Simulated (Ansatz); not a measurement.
# Au (Pm-3m) in Ansatz: a series of runs

Aim: see how the results for Au move with the level of theory and the settings. Levels: HSEsol, r2SCAN0, r2SCANh. Tasks: relaxation of cell and atoms, single point.

Program: Ansatz 0.2.0. These are calculated values, not measurements. Logs are shortened: lines on timing, memory, paths and dates and some standing lists are left out, and cuts for length are marked.

## Step 1: The crystal as given

It takes space group Pm-3m (No. 221, cubic). The conventional cell has a = 2.748 Å, b = 2.748 Å, c = 2.748 Å, α = 90.00°, β = 90.00°, γ = 90.00°. Au (site symmetry m-3m) has 6 Au at 2.75 Å as nearest neighbours.

The cell was built by a generator and needn't be a form met in nature.

## Step 2: Relaxation of cell and atoms, HSEsol

Contents of input:

```
crystal:
  lattice:
    - [2.74841, 0.0, 0.0]
    - [0.0, 2.74841, 0.0]
    - [0.0, 0.0, 2.74841]
  atoms:
    - { symbol: Au, position: [0.5, 0.5, 0.5] }
hamiltonian:
  xc:
    exchange: hjs_pbesol
    correlation: pbesol
    exx: { coeff: 0.25, omega: 0.207 }
  pseudopotentials: { kind: paw }
kpoints:
  mp_grid: { grid: [5, 5, 5] }
scf:
  occupations: { method: fermi_dirac, width: 0.05 }
output:
  forces: true
  stress: true
  eigenvalues: true
  write_density: true
  write_potential: true
  elf: true
  volumetric_format: npy
relax:
  f_tol: 0.01
  max_steps: 40
  cell: { stress_tol: 0.05 }
```

Potentials or basis: Ansatz PAW.

Standard output:

```text
GPUs: using 1 of 1 available (devices: 1).
Engine: ansatz 0.2.0, x86_64-unknown-linux-gnu
Pseudopotentials: kind: paw
Pseudopotential: Au, paw, valence charge 19, recommended cutoff 420 eV (normal), Au.paw.azcp
Functional definition: unnamed
  parameter a_1 = 0.25
  parameter omega_1 = 0.207/angstrom
  exchange = pbe_x(mu = 0.12345679012345678) + (-a_1)*hjs_pbesol_x_sr(omega_1) + a_1*exact_x_sr(omega_1)
  correlation = pbe_c(beta = 0.046)
device memory: the entry about to start is reckoned to put 0.4 GiB on a device that reports 66.0 GiB free (of which the cap on the GPU budget leaves the run 18.0 GiB)
GPU FFT provider: cuFFT
GPU libraries: cuBLAS 13.8.2, cuFFT 12.4.0, cuSOLVER 12.3.4
Crystal: 1 atoms, lattice volume = 20.761 Å³
Basis set: ecut = 420 eV, 437 PW (Γ), exchange–correlation on 40×40×40 points (8 copies of the dense FFT grid, shifted against one another)
Bands: 14, of which v1, the nominal top of the filled ones, is band 10 counted from 1 (9 counted from 0)
Symmetry: 48 space group operations
Space group: Pm-3m (ITA 221), of the structure as read, at distance tolerance 2.7e-5 Å
k-points: 10 of 125
Non-local potential: Au, projectors of the file, l = 0: 3, l = 1: 2, l = 2: 2, l = 3: 1
PAW form: soft (Blöchl's): semilocal exchange-correlation on the pseudo side does not see the compensation charge
PAW frozen core: Au, regenerated for the run's functional, and the local potential with it (the file was generated under x = pbe(κ = 0.804, μ = 0.2195149727645171), c = pbe(β = 0.06672455060314922))
PAW one-centre angular grid: Au, 590 points (default); XC on 64 Gauss nodes
Initial density: superposition of atomic densities (neutral atoms: chi_scale 0, normalization atom), corrected by the library's trained network
Initial wavefunctions: pseudopotential atomic-orbital guess
GPU buffer pool allocated for 8000 grid points (all kernels)
GPU transforms: local potential and band sums: pruned to the plane-wave sphere, on 18×18×18
Functional: x = pbesol(κ = 0.804, μ = 0.12345679012345678), c = pbesol(β = 0.046), warm-up for x = hjs_pbesol + 0.25 (exact − hjs_pbesol) at short range (ω = 0.207 Å⁻¹), c = pbesol(β = 0.046)
SCF iter   1: F=—  HF=-13006.652005 eV  |F-HF|=—  |Δ(HF+E_count)|=         —  Δρ=6.28e-3  dr2=8.34e-3  ethr=1.77e-3  ⟨swp⟩=8.3  Hψ=621  notcnv=0
[... 243 lines left out ...]
hybrid outer 1: dexx = +3.840e-7 eV, tail = 2.10e-9 eV
GPU FFT provider: cuFFT
GPU libraries: cuBLAS 13.8.2, cuFFT 12.4.0, cuSOLVER 12.3.4
GPU buffer pool allocated for 8000 grid points (all kernels)
GPU transforms: local potential and band sums: pruned to the plane-wave sphere, on 18×18×18
Exchange kernel: α = 0.2500, screened, ω = 0.2070 Å⁻¹, Wigner–Seitz truncation, v(0) = 1017.9278 eV·Å³, q-mesh 5×5×5, nearest image of the exchange supercell L = 13.51 Å, pair-density grid 15×15×15, without the augmentation charges, whose exchange is taken in its separable form by FFT convolution over the k-point mesh (sized by the pseudopotential files, 18×18×18 at the most), smooth part of the exact exchange by density-matrix convolution in up to 753.6 MiB of GPU memory as planned if the GPU has room (build and FFT work areas not counted)
Frozen-core exchange: fock
SCF iter   1: F=—  HF=-13046.102441 eV  |F-HF|=—  |Δ(HF+E_count)|=         —  Δρ=9.64e-7  dr2=9.96e-11  ethr=5.53e-11  ⟨swp⟩=10.0  Hψ=546  notcnv=0
preconditioner: auto → none  [insulator: Δε(μ)=1.067 eV  Ē_g=16.992 eV  σ=0.050 eV  W_gap=0.77  n_scr=6 (ndim 8)  ℏωp=27.7 eV  f_vac=0.000  D(μ)=1.36/eV (n_scr^D=18)]
SCF iter   2: F=-13046.102441 eV  HF=-13046.102441 eV  |F-HF|=1.82e-12  |Δ(HF+E_count)|=  2.55e-11  Δρ=3.10e-7  dr2=7.89e-12  ethr=1.00e-12  ⟨swp⟩=3.4  Hψ=288  notcnv=0
SCF 17 converged in 2 iterations: F = -13046.102441 eV  dr2 = 7.89e-12
  Residual-converged pass: ⟨swp⟩=3.8  Hψ=350  notcnv=0  max |occ|·‖R‖ = 9.5e-9 eV (tolerance 1.0e-8 eV)  dr2=7.91e-12  dr2_onsite=2.54e-12  max |Δocc| = 2.7e-23
hybrid outer 2: dexx = +1.665e-11 eV, tail = 2.21e-11 eV, Δε = 2.39e-5 eV (about 2.70e-6 eV left of the loop's levels)
relax step   5: F+E_penalty+E_count = -13046.10244088 eV  Δ(F+E_penalty+E_count) = +7.565e-4 eV  max|allowed force component| = 0.000e0 eV/Å  Δτ_max = 0.0000 Å  P = -0.016 GPa  Ω = 19.748 Å³  stress off target by 1.61e-2 GPa  SCF on the basis re-selected at this cell (its energy is not comparable with the rows above)  (7 SCF iters)
basis re-selected at this cell: Δ(F+E_penalty+E_count) = +7.565e-4 eV, ΔP = +0.005 GPa vs the last step (what re-selecting the basis moved, of the pressure what is left beyond the Pulay correction that the steps carried, after the strain that the cell walked since its last selection, with what the two solves' SCF thresholds leave and, on support functions, any second-order correction that the steps lacked; it is no measure of the basis error at this ecutwfc). This SCF's stress stands 1.61e-2 GPa from its target on what of the cell is left free (relax.cell.stress_tol is 5.00e-2 GPa) and its largest allowed force component is 0.00e0 eV/Å (relax.f_tol is 1.00e-2 eV/Å): within both
hybrid SCF converged: 2 outer / 7 inner (+0 warm-up), last move |dexx| = 1.66e-11 eV, tail = 2.21e-11 eV
Stability not checked: this state was not tested for a lower state beside it, because the functional holds exact exchange (a hybrid, or Hartree-Fock), whose exchange loop this test does not read (fock_operator; see scf.lower_state_search)
Free energy (F): -13046.102441 eV
Frozen-core exchange: fock
Harris-Foulkes:  -13046.102441 eV  (|F-HF|=1.82e-12)
Internal energy: -13046.092106 eV  (E = F + TS)
E sigma→0 (E₀):  -13046.097274 eV
Entropy (-TS):   -0.010335 eV (-10.335 meV/atom)
Fermi energy:    16.201868 eV
--- Per-component energies (eV) ---
  E_band       = -318.096014
  E_kinetic    = 605.876086
  E_local      = -2024.268412  (includes V_loc(G=0)·N_el)
  E_nonlocal   = 79.758853
  E_hartree    = 853.956681
  E_xc         = -180.556641
  E_vxc        = -216.827903  (∫ρ·V_xc dr)
  E_exx        = -70.936029  (= α·E_x^exact, valence–valence)
  E_paw        = -9579.941731  (= ΣΔE_a)
  E_vpaw       = -328.677171  (= ΣTr[D̂ρ^β])
  E_aug_tail   = 0.001362  (compensation charges beyond the density's cutoff)
  E_ewald      = -2728.297082
  E_core_change = -1.685194  (= ΣΔE_core)
  E_smearing   = -0.010335  (= −TS)
  E_closure    = 0.000000  (closes the sum)
  Σ components = -13046.102441   (vs F -13046.102441, Δ=1.82e-12)
--- Forces (eV/Å), atoms counted from 1 ---
  atom   1  Au     0.00000000    -0.00000000     0.00000000
  max |Σ_I F_I| component: 5.17e-25 eV/Å
--- Stress (GPa, compression-positive) ---
       -0.016065      -0.000000       0.000000
       -0.000000      -0.016065      -0.000000
        0.000000      -0.000000      -0.016065
  P = ⅓ Tr σ = -0.0161 GPa (-0.161 kbar)
--- Band table (eV; the first three rows and the last of 10) ---
  k-point 0: bands = ["-93.2407", "-43.2790", "-43.2790", "-43.2790", "7.1316", "9.0565", "9.0565", "13.8354", "13.8354", "13.8354", "31.2965", "31.2965", "31.2965", "36.3854"]
  k-point 1: bands = ["-93.2366", "-43.3813", "-43.2724", "-43.2724", "8.0635", "9.2129", "10.1134", "13.2039", "13.2039", "13.8893", "26.3879", "32.8989", "32.8989", "36.2709"]
  k-point 2: bands = ["-93.2300", "-43.5455", "-43.2620", "-43.2620", "9.1352", "9.4776", "12.3183", "12.3183", "13.8561", "13.9779", "20.5223", "33.7341", "36.0775", "36.0775"]
  k-point 9: bands = ["-93.2082", "-43.5029", "-43.5010", "-43.5010", "9.9308", "10.1853", "10.1853", "14.5145", "14.5145", "21.4908", "26.6271", "26.6271", "27.4747", "32.7077"]
--- Relaxed structure (4 steps of the walk, 3 accepted, 1 SCFs on fresh bases) ---
  F+E_penalty+E_count = -13046.10244088 eV   max|allowed force component| = 0.000e0 eV/Å   (the final SCF, on the basis selected at the relaxed cell)
  cell:  # Å, volume = 19.7482 Å³
    - [2.7029761877476215, -2.0864241064195054e-34, 2.5679065925163143e-34]
    - [-2.0864241064195054e-34, 2.7029761877476215, 0.0]
    - [2.5679065925163143e-34, 0.0, 2.7029761877476215]
  atoms:
    - { symbol: Au, position: [0.5, 0.5, 0.5] }
```

Run time: 19 s. Hardware: 1 × NVIDIA H100 80GB HBM3 with 2 threads of AMD EPYC 7R13 (Zen 3), shared host; peak memory 1.5 GiB.

What came out:

| Property | Result |
| --- | --- |
| Free energy | -13046.1024 eV |
| Relaxed volume | 19.75 Å³/atom |
| Relaxed cell | a = 2.703 Å, b = 2.703 Å, c = 2.703 Å, α = 90.00°, β = 90.00°, γ = 90.00° |
| Space group after relaxing (to 0.05 Å) | Pm-3m (No. 221) |
| Energy gained by relaxing | 18.4 meV/atom |
| Ionic steps | 4 |
| Pressure after relaxing | 0.0 GPa |
| Band gap on the k mesh | none (metal or under the smearing width) |

Step by step:
```
step  energy change (eV)  largest force (eV/Å)  volume (Å³)
   1              0.0000                0.0000        20.76
   2             -0.0187                0.0000        19.88
   3             -0.0192                0.0000        19.75
   4             -0.0184                0.0000        19.75
```

Final structure:
```yaml
crystal:
  lattice:
    - [2.70298, 0.00000, 0.00000]
    - [0.00000, 2.70298, 0.00000]
    - [0.00000, 0.00000, 2.70298]
  atoms:
    - { symbol: Au, position: [0.50000, 0.50000, 0.50000] }
```

Caveat: the k mesh is coarse (spacing up to 0.46 Å⁻¹), so the values aren't converged, least of all with exact exchange; the plane-wave basis is chosen anew once the cell has moved, so the energies of steps on either side of that aren't comparable; the PAW data sets come from PBE, with cores solved anew for the run's functional, which leaves a small shift of forces and pressure.

## Step 3: Single point, r2SCAN0

Contents of input:

```
crystal:
  lattice:
    - [2.74841, 0.0, 0.0]
    - [0.0, 2.74841, 0.0]
    - [0.0, 0.0, 2.74841]
  atoms:
    - { symbol: Au, position: [0.5, 0.5, 0.5] }
hamiltonian:
  xc: r2scan0
  pseudopotentials: { kind: paw }
kpoints:
  mp_grid: { grid: [5, 5, 5] }
scf:
  occupations: { method: fermi_dirac, width: 0.05 }
output:
  forces: true
  stress: true
  eigenvalues: true
```

Potentials or basis: Ansatz PAW.

Wall time 5.1 s (1 × NVIDIA H100 80GB HBM3 with 2 threads of AMD EPYC 7R13 (Zen 3), shared host); peak memory 1.6 GiB.

Results (log left out):

| Quantity | Value |
| --- | --- |
| Free energy | -13160.0737 eV |
| Pressure | -2.9 GPa |
| Band gap on the k mesh | none (metal or under the smearing width) |

Levels at points of the mesh, in eV from the Fermi level:
| k point | band 8 | band 9 | band 10 | band 11 | band 12 | band 13 |
| --- | --- | --- | --- | --- | --- | --- |
| (0.00, 0.00, 0.00) | -3.11 | -3.11 | -3.11 | 15.45 | 15.45 | 15.45 |

Caveat: the k mesh is coarse (spacing up to 0.46 Å⁻¹), so the values aren't converged, least of all with exact exchange; the PAW data sets come from PBE, with cores solved anew for the run's functional, which leaves a small shift of forces and pressure; the thresholds are loose for stress. The run has no spin-orbit coupling, so splittings on Au are missing.

## Step 4: Single point, r2SCANh

input, as its differences from that of step 3:

```diff
@@ -8,3 +8,3 @@
 hamiltonian:
-  xc: r2scan0
+  xc: r2scanh
   pseudopotentials: { kind: paw }
```

It took 6.4 s on 1 × NVIDIA H100 80GB HBM3 with 2 threads of AMD EPYC 7R13 (Zen 3), shared host; peak memory 1.6 GiB.

Results (log left out):

- Free energy: -13161.9125 eV
- Pressure: -2.6 GPa
- Band gap on the k mesh: none (metal or under the smearing width)

Levels at points of the mesh, in eV from the Fermi level:
```csv
k point,band 6,band 7,band 8,band 9,band 10,band 11,band 12,band 13,band 14
"(0.00, 0.00, 0.00)",-6.55,-6.55,-2.23,-2.23,-2.23,14.81,14.81,14.81,19.78
```

Caveat: the k mesh is coarse (spacing up to 0.46 Å⁻¹), so the values aren't converged, least of all with exact exchange; the PAW data sets come from PBE, with cores solved anew for the run's functional, which leaves a small shift of forces and pressure; the thresholds are loose for stress. The run has no spin-orbit coupling, so splittings on Au are missing.

## Step 5: Overview

| task | level | cell | cutoff (eV) | gap on the mesh (eV) | pressure (GPa) |
| --- | --- | --- | --- | --- | --- |
| relaxation of cell and atoms | HSEsol | relaxed | 420 | none | 0.0 |
| single point | r2SCAN0 | as given | 500 | none | -2.9 |
| single point | r2SCANh | as given | 500 | none | -2.6 |

Alike in all rows: potentials or basis Ansatz PAW; no spin polarisation; k mesh 5 × 5 × 5; smearing fermi-dirac 0.05 eV; the mesh is coarse, so values aren't converged.

Caveats: all runs use coarse meshes; the PAW data sets come from PBE, with cores solved anew for the run's functional, which leaves a small shift of forces and pressure; the thresholds are loose for stress (some runs); the plane-wave basis is chosen anew once the cell has moved, so the energies of steps on either side of that aren't comparable (some runs).

Absolute energies hang on the potentials; compare differences alone.
